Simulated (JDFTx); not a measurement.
# GaP (F-43m) in JDFTx: a series of runs

One crystal, GaP, is run at these levels: LDA, PBE, PBEsol, r2SCAN; tasks: band structure.

Everything below comes from runs of JDFTx 1.7.0 (patched build). Logs are shortened: lines on timing, memory, paths and dates and some standing lists are left out, and cuts for length are marked. The log counts tension as positive stress, the text compression.

**Measured values to compare with.**

From “Stacking defects in GaP nanowires: Electronic structure and optical properties”, 2018, arxiv:1810.01194, for a bulk crystal of GaP at 10 K: band gap 2.34 eV (indirect).

The results are compared with them further down.

## Step 1: Starting point

Symmetry: F-43m, No. 216, cubic system. The conventional cell has a = 5.451 Å, b = 5.451 Å, c = 5.451 Å, α = 90.00°, β = 90.00°, γ = 90.00°. Around Ga (site symmetry -43m) lie 4 P at 2.36 Å. P (site symmetry -43m) has 4 Ga at 2.36 Å as nearest neighbours.

## Step 2: Band structure, LDA

bands.in

```
lattice Face-Centered Cubic 10.2999522423
coords-type Lattice
ion Ga     0.0000000000     0.0000000000     0.0000000000 1
ion P      0.7500000000     0.7500000000     0.7500000000 1

ion-species pseudo/Ga.upf
ion-species pseudo/P.upf
elec-cutoff 40 320
elec-ex-corr lda-PW
elec-smearing Fermi 0.0018374661
elec-n-bands 15
electronic-minimize nIterations 30 energyDiffThreshold 1e-06
davidson-band-ratio 1.3
forces-output-coords Cartesian
include path.kpoints
symmetries none
fix-electron-density run.$VAR

dump-name bands.$VAR
dump End Ecomponents EigStats BandEigs Kpoints Forces
```

path.kpoints

```
kpoint +0.0000000000 +0.0000000000 +0.0000000000 0.020000000000
kpoint +0.0714285714 +0.0000000000 +0.0714285714 0.020000000000
kpoint +0.1428571429 +0.0000000000 +0.1428571429 0.020000000000
kpoint +0.2142857143 +0.0000000000 +0.2142857143 0.020000000000
kpoint +0.2857142857 +0.0000000000 +0.2857142857 0.020000000000
kpoint +0.3571428571 +0.0000000000 +0.3571428571 0.020000000000
kpoint +0.4285714286 +0.0000000000 +0.4285714286 0.020000000000
kpoint +0.5000000000 +0.0000000000 +0.5000000000 0.020000000000
kpoint +0.5000000000 +0.0833333333 +0.5833333333 0.020000000000
kpoint +0.5000000000 +0.1666666667 +0.6666666667 0.020000000000
kpoint +0.5000000000 +0.2500000000 +0.7500000000 0.020000000000
kpoint +0.4375000000 +0.3125000000 +0.7500000000 0.020000000000
kpoint +0.3750000000 +0.3750000000 +0.7500000000 0.020000000000
kpoint +0.3281250000 +0.3281250000 +0.6562500000 0.020000000000
kpoint +0.2812500000 +0.2812500000 +0.5625000000 0.020000000000
kpoint +0.2343750000 +0.2343750000 +0.4687500000 0.020000000000
kpoint +0.1875000000 +0.1875000000 +0.3750000000 0.020000000000
kpoint +0.1406250000 +0.1406250000 +0.2812500000 0.020000000000
kpoint +0.0937500000 +0.0937500000 +0.1875000000 0.020000000000
kpoint +0.0468750000 +0.0468750000 +0.0937500000 0.020000000000
kpoint +0.0000000000 +0.0000000000 +0.0000000000 0.020000000000
kpoint +0.0833333333 +0.0833333333 +0.0833333333 0.020000000000
kpoint +0.1666666667 +0.1666666667 +0.1666666667 0.020000000000
kpoint +0.2500000000 +0.2500000000 +0.2500000000 0.020000000000
kpoint +0.3333333333 +0.3333333333 +0.3333333333 0.020000000000
kpoint +0.4166666667 +0.4166666667 +0.4166666667 0.020000000000
kpoint +0.5000000000 +0.5000000000 +0.5000000000 0.020000000000
kpoint +0.5250000000 +0.4500000000 +0.5250000000 0.020000000000
kpoint +0.5500000000 +0.4000000000 +0.5500000000 0.020000000000
kpoint +0.5750000000 +0.3500000000 +0.5750000000 0.020000000000
kpoint +0.6000000000 +0.3000000000 +0.6000000000 0.020000000000
kpoint +0.6250000000 +0.2500000000 +0.6250000000 0.020000000000
kpoint +0.5625000000 +0.2500000000 +0.6875000000 0.020000000000
kpoint +0.5000000000 +0.2500000000 +0.7500000000 0.020000000000
kpoint +0.5000000000 +0.2916666667 +0.7083333333 0.020000000000
kpoint +0.5000000000 +0.3333333333 +0.6666666667 0.020000000000
kpoint +0.5000000000 +0.3750000000 +0.6250000000 0.020000000000
kpoint +0.5000000000 +0.4166666667 +0.5833333333 0.020000000000
kpoint +0.5000000000 +0.4583333333 +0.5416666667 0.020000000000
kpoint +0.5000000000 +0.5000000000 +0.5000000000 0.020000000000
kpoint +0.4791666667 +0.4791666667 +0.5416666667 0.020000000000
kpoint +0.4583333333 +0.4583333333 +0.5833333333 0.020000000000
kpoint +0.4375000000 +0.4375000000 +0.6250000000 0.020000000000
kpoint +0.4166666667 +0.4166666667 +0.6666666667 0.020000000000
kpoint +0.3958333333 +0.3958333333 +0.7083333333 0.020000000000
kpoint +0.3750000000 +0.3750000000 +0.7500000000 0.020000000000
kpoint +0.6250000000 +0.2500000000 +0.6250000000 0.020000000000
kpoint +0.5833333333 +0.1666666667 +0.5833333333 0.020000000000
kpoint +0.5416666667 +0.0833333333 +0.5416666667 0.020000000000
kpoint +0.5000000000 +0.0000000000 +0.5000000000 0.020000000000
```

Potentials or basis: PseudoDojo-SR-LDA-0.4.1-standard.

Launch:

```bash
$ jdftx -c 1 -i bands.in -o bands.out
```

The program printed:

```text
*************** JDFTx 1.7.0 (patched build) ***************

Input parsed successfully to the following command list (including defaults):
[... the input with its defaults ...]

---------- Initializing the Grid ----------
R =
[            0      5.14998      5.14998  ]
[      5.14998            0      5.14998  ]
[      5.14998      5.14998            0  ]
unit cell volume = 273.178
G =
[  -0.610021   0.610021   0.610021  ]
[   0.610021  -0.610021   0.610021  ]
[   0.610021   0.610021  -0.610021  ]
Minimum fftbox size, Smin = [  60  60  60  ]
Chosen fftbox size, S = [  60  60  60  ]

---------- Initializing tighter grid for wavefunction operations ----------
R =
[            0      5.14998      5.14998  ]
[      5.14998            0      5.14998  ]
[      5.14998      5.14998            0  ]
unit cell volume = 273.178
G =
[  -0.610021   0.610021   0.610021  ]
[   0.610021  -0.610021   0.610021  ]
[   0.610021   0.610021  -0.610021  ]
Minimum fftbox size, Smin = [  44  44  44  ]
Chosen fftbox size, S = [  48  48  48  ]

---------- Exchange Correlation functional ----------
Initalized Slater LDA exchange.
Initalized Perdew-Wang LDA correlation.

---------- Setting up pseudopotentials ----------
Width of ionic core gaussian charges (only for fluid interactions / plotting) set to 0

Reading pseudopotential file 'pseudo/Ga.upf':
  'Ga' pseudopotential, 'SLA  PW   NOGX NOGC' functional
  Generated using ONCVPSP code by D. R. Hamann
  13 valence electrons, 3 orbitals, 6 projectors, 1001 radial grid points, with lMax = 2
    3D    l: 2   occupation: 10.0   eigenvalue: -0.713198
    4S    l: 0   occupation:  2.0   eigenvalue: -0.337001
    4P    l: 1   occupation:  1.0   eigenvalue: -0.100440
  Core radius for overlap checks: 1.84 bohrs.

Reading pseudopotential file 'pseudo/P.upf':
  'P' pseudopotential, 'SLA  PW   NOGX NOGC' functional
  Generated using ONCVPSP code by D. R. Hamann
  5 valence electrons, 2 orbitals, 6 projectors, 1001 radial grid points, with lMax = 2
    3S    l: 0   occupation:  2.0   eigenvalue: -0.515099
    3P    l: 1   occupation:  3.0   eigenvalue: -0.205677
  Core radius for overlap checks: 1.66 bohrs.

Initialized 2 species with 2 total atoms.

Folded 50 k-points by 1x1x1 to 50 k-points.

---------- Setting up k-points, bands, fillings ----------
No reducable k-points.
Computing the number of bands and number of electrons
Calculating initial fillings.
nElectrons:  18.000000   nBands: 15   nStates: 50

----- Setting up reduced wavefunction bases (one per k-point) -----
average nbasis = 3298.780 , ideal nbasis = 3300.879

---------- Setting up ewald sum ----------
Optimum gaussian width for ewald sums = 2.339030 bohr.
Real space sum over 1331 unit cells with max indices [  5  5  5  ]
Reciprocal space sum over 2197 terms with max indices [  6  6  6  ]

---------- Allocating electronic variables ----------
Reading n from file 'run.n' ... done
Initializing wave functions:  linear combination of atomic orbitals
Note: number of bands (15) exceeds available atomic orbitals (13)

----------- Band structure minimization -------------
Minimization will be done independently for each quantum number.

---- Minimization of quantum number:     0  [ +0.0000000 +0.0000000 +0.0000000 ]  0.040000000 ----
BandDavidson: Iter:   0  Eband: +0.110323224602085
BandDavidson: Iter:   1  Eband: +0.087804177159381  dEband: -2.251905e-02
BandDavidson: Iter:   2  Eband: +0.083810756307413  dEband: -3.993421e-03
BandDavidson: Iter:   3  Eband: +0.082551610446893  dEband: -1.259146e-03
[... 710 lines of inner loops ...]
BandDavidson: Iter:  11  Eband: +0.092213823077525  dEband: -1.289497e-06
BandDavidson: Iter:  12  Eband: +0.092213236846102  dEband: -5.862314e-07
BandDavidson: Converged (dEband<1.000000e-06)
	FillingsUpdate:  mu: +0.297923957  nElectrons: 18.000000

Dumping 'bands.eigStats' ...
	eMin: -0.273400 at state 7 ( [ +0.500000 +0.000000 +0.500000 ] spin 0 )
	HOMO: +0.270466 at state 20 ( [ +0.000000 +0.000000 +0.000000 ] spin 0 )
	mu  : +0.297924
	LUMO: +0.323667 at state 6 ( [ +0.428571 +0.000000 +0.428571 ] spin 0 )
	eMax: +0.724205 at state 49 ( [ +0.500000 +0.000000 +0.500000 ] spin 0 )
	HOMO-LUMO gap: +0.053201
	Optical gap  : +0.058915 at state 20 ( [ +0.000000 +0.000000 +0.000000 ] spin 0 )
Done!
[note: mu, HOMO and LUMO in a band run belong to the points of the path alone and aren't those of the crystal]
```

Run time: 20 s. Hardware: 1 thread of Intel Xeon 6975P-C (Granite Rapids), shared host; peak memory 0.1 GiB.

Results:

| Property | Result |
| --- | --- |
| Band gap along the path | 1.45 eV, indirect (least direct gap 1.60 eV) |

Levels at the corners of the path, in eV from the valence-band top:
```tsv
point	band 7	band 8	band 9	band 10	band 11
Γ	0.00	0.00	0.00	1.60	3.80
X	-6.85	-2.71	-2.71	1.51	1.69
W	-6.64	-3.62	-3.47	4.60	4.77
K	-6.64	-3.99	-2.27	2.05	4.69
Γ	0.00	0.00	0.00	1.60	3.80
L	-6.71	-1.13	-1.13	1.50	4.64
U	-6.64	-3.99	-2.27	2.05	4.69
W	-6.64	-3.62	-3.47	4.60	4.77
L	-6.71	-1.13	-1.13	1.50	4.64
K	-6.64	-3.99	-2.27	2.05	4.69
U	-6.64	-3.99	-2.27	2.05	4.69
X	-6.85	-2.71	-2.71	1.51	1.69
```

## Step 3: Band structure, PBE

bands.in: that of step 2 with these lines changed.

```diff
@@ -8,3 +8,3 @@
 elec-cutoff 40 320
-elec-ex-corr lda-PW
+elec-ex-corr gga-PBE
 elec-smearing Fermi 0.0018374661
```

path.kpoints is that of step 2.

Potentials or basis: PseudoDojo-SR-PBE-0.5-standard.

Launch:

```bash
$ jdftx -c 1 -i bands.in -o bands.out
```

Wall time 21 s (1 thread of Intel Xeon 6975P-C (Granite Rapids), shared host); peak memory 0.11 GiB.

It converged, with:

- Band gap along the path: 1.59 eV, indirect (least direct gap 1.82 eV)

Levels at the corners of the path, in eV from the valence-band top:
```
point  band 7  band 8  band 9  band 10  band 11
    Γ    0.00    0.00    0.00     1.82     3.89
    X   -6.75   -2.68   -2.68     1.66     1.83
    W   -6.54   -3.57   -3.42     4.70     4.86
    K   -6.54   -3.93   -2.25     2.19     4.80
    Γ    0.00    0.00    0.00     1.82     3.89
    L   -6.63   -1.12   -1.12     1.67     4.72
    U   -6.54   -3.93   -2.25     2.19     4.80
    W   -6.54   -3.57   -3.42     4.70     4.86
    L   -6.63   -1.12   -1.12     1.67     4.72
    K   -6.54   -3.93   -2.25     2.19     4.80
    U   -6.54   -3.93   -2.25     2.19     4.80
    X   -6.75   -2.68   -2.68     1.66     1.83
```

## Step 4: Band structure, PBEsol

bands.in: that of step 3 with these lines changed.

```diff
@@ -8,3 +8,3 @@
 elec-cutoff 40 320
-elec-ex-corr gga-PBE
+elec-ex-corr gga-PBEsol
 elec-smearing Fermi 0.0018374661
```

path.kpoints is that of step 3.

Potentials or basis: PseudoDojo-SR-PBEsol-0.4.1-standard.

Launch:

```bash
$ jdftx -c 1 -i bands.in -o bands.out
```

It took 21 s on 1 thread of Intel Xeon 6975P-C (Granite Rapids), shared host; peak memory 0.11 GiB.

Results (log left out):

* Band gap along the path: 1.47 eV, indirect (least direct gap 1.74 eV)

Levels at the corners of the path, in eV from the valence-band top:
| point | band 7 | band 8 | band 9 | band 10 | band 11 |
| --- | --- | --- | --- | --- | --- |
| Γ | 0.00 | 0.00 | 0.00 | 1.74 | 3.83 |
| X | -6.80 | -2.71 | -2.71 | 1.52 | 1.72 |
| W | -6.59 | -3.63 | -3.47 | 4.60 | 4.82 |
| K | -6.59 | -3.99 | -2.28 | 2.07 | 4.72 |
| Γ | 0.00 | 0.00 | 0.00 | 1.74 | 3.83 |
| L | -6.69 | -1.13 | -1.13 | 1.58 | 4.64 |
| U | -6.59 | -3.99 | -2.28 | 2.07 | 4.72 |
| W | -6.59 | -3.63 | -3.47 | 4.60 | 4.82 |
| L | -6.69 | -1.13 | -1.13 | 1.58 | 4.64 |
| K | -6.59 | -3.99 | -2.28 | 2.07 | 4.72 |
| U | -6.59 | -3.99 | -2.28 | 2.07 | 4.72 |
| X | -6.80 | -2.71 | -2.71 | 1.52 | 1.72 |

## Step 5: Band structure, r2SCAN

bands.in

```
lattice \
    0.0000000000     5.1499761211     5.1499761211 \
    5.1499761211     0.0000000000     5.1499761211 \
    5.1499761211     5.1499761211     0.0000000000
coords-type Cartesian
ion Ga     0.0000000000     0.0000000000     0.0000000000 1
ion P      7.7249641817     7.7249641817     7.7249641817 1

ion-species pseudo/Ga.upf
ion-species pseudo/P.upf
elec-cutoff 40 320
elec-ex-corr mgga-x-r2scan mgga-c-r2scan
elec-smearing Fermi 0.0018374661
elec-n-bands 15
electronic-minimize nIterations 30 energyDiffThreshold 1e-06
davidson-band-ratio 1.3
forces-output-coords Cartesian
include path.kpoints
symmetries none
fix-electron-density run.$VAR

dump-name bands.$VAR
dump End Ecomponents EigStats BandEigs Kpoints Forces
```

path.kpoints is that of step 4.

Potentials or basis: SG15-PBE-1.2.

Launch:

```bash
$ jdftx -c 1 -i bands.in -o bands.out
```

Wall time 76 s (1 thread of Intel Xeon 6975P-C (Granite Rapids), shared host); peak memory 0.11 GiB.

Results (log left out):

| Quantity | Value |
| --- | --- |
| Band gap along the path | 1.83 eV, indirect (least direct gap 2.01 eV) |

Levels at the corners of the path, in eV from the valence-band top:
| point | band 7 | band 8 | band 9 | band 10 | band 11 | band 12 |
| --- | --- | --- | --- | --- | --- | --- |
| Γ | 0.00 | 0.00 | 0.00 | 2.01 | 4.10 | 4.10 |
| X | -7.11 | -2.84 | -2.84 | 1.93 | 2.04 | 11.18 |
| W | -6.91 | -3.73 | -3.58 | 5.11 | 5.16 | 6.50 |
| K | -6.90 | -4.10 | -2.39 | 2.44 | 5.15 | 8.74 |
| Γ | 0.00 | 0.00 | 0.00 | 2.01 | 4.10 | 4.10 |
| L | -6.95 | -1.20 | -1.20 | 1.85 | 5.05 | 5.05 |
| U | -6.90 | -4.10 | -2.39 | 2.44 | 5.15 | 8.74 |
| W | -6.91 | -3.73 | -3.58 | 5.11 | 5.16 | 6.50 |
| L | -6.95 | -1.20 | -1.20 | 1.85 | 5.05 | 5.05 |
| K | -6.90 | -4.10 | -2.39 | 2.44 | 5.15 | 8.74 |
| U | -6.90 | -4.10 | -2.39 | 2.44 | 5.15 | 8.74 |
| X | -7.11 | -2.84 | -2.84 | 1.93 | 2.04 | 11.18 |

## Step 6: How close it comes

Step 2. Measured gap of GaP: 2.34 eV (indirect; 10 K; quoted in “Stacking defects in GaP nanowires: Electronic structure and optical properties”, 2018, arxiv:1810.01194). This calculation gives 1.45 eV (-0.89 eV). Spin-orbit coupling on Ga is left out. The value is that of LDA, without temperature or zero-point motion. Semilocal functionals fall short of measured gaps as a rule.

Step 3. Measured gap of GaP: 2.34 eV (indirect; 10 K; quoted in “Stacking defects in GaP nanowires: Electronic structure and optical properties”, 2018, arxiv:1810.01194). This calculation gives 1.59 eV (-0.75 eV). Spin-orbit coupling on Ga is left out. The value is that of PBE, without temperature or zero-point motion. Semilocal functionals fall short of measured gaps as a rule.

Step 4. Measured gap of GaP: 2.34 eV (indirect; 10 K; quoted in “Stacking defects in GaP nanowires: Electronic structure and optical properties”, 2018, arxiv:1810.01194). This calculation gives 1.47 eV (-0.87 eV). Spin-orbit coupling on Ga is left out. The value is that of PBEsol, without temperature or zero-point motion. Semilocal functionals fall short of measured gaps as a rule.

Step 5. Against the measured gap of GaP, 2.34 eV (indirect; 10 K; quoted in “Stacking defects in GaP nanowires: Electronic structure and optical properties”, 2018, arxiv:1810.01194), the calculated 1.83 eV is off by -0.51 eV. Spin-orbit coupling on Ga is left out. The value is that of r2SCAN, without temperature or zero-point motion.
